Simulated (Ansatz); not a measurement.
Y (omega (AlB2-type)): energy against volume

All numbers below come from DFT, PBE, plane waves (420 eV) with PAW, scalar-relativistic (Ansatz 0.2.0).

The cell is scaled uniformly from the relaxed one, with fractional coordinates and shape fixed. Energies are extrapolated to zero smearing, pressures are those at the given smearing. Magnetic state: spin not included.

A Birch-Murnaghan fit gives V₀ = 32.43 Å³/atom, B₀ = 39 GPa, B₀′ = 3.1.

(1) What are the energy above the minimum and the pressure at 31.244 Å³/atom?

(2) What are the energy above the minimum and the pressure at 33.848 Å³/atom?

(3) What are the energy above the minimum and the pressure at 36.452 Å³/atom?

Results:

(1) 5.6 meV/atom and 1.71 GPa as computed.

(2) 7.2 meV/atom and -1.44 GPa as computed.

(3) 52.1 meV/atom and -3.70 GPa as computed.
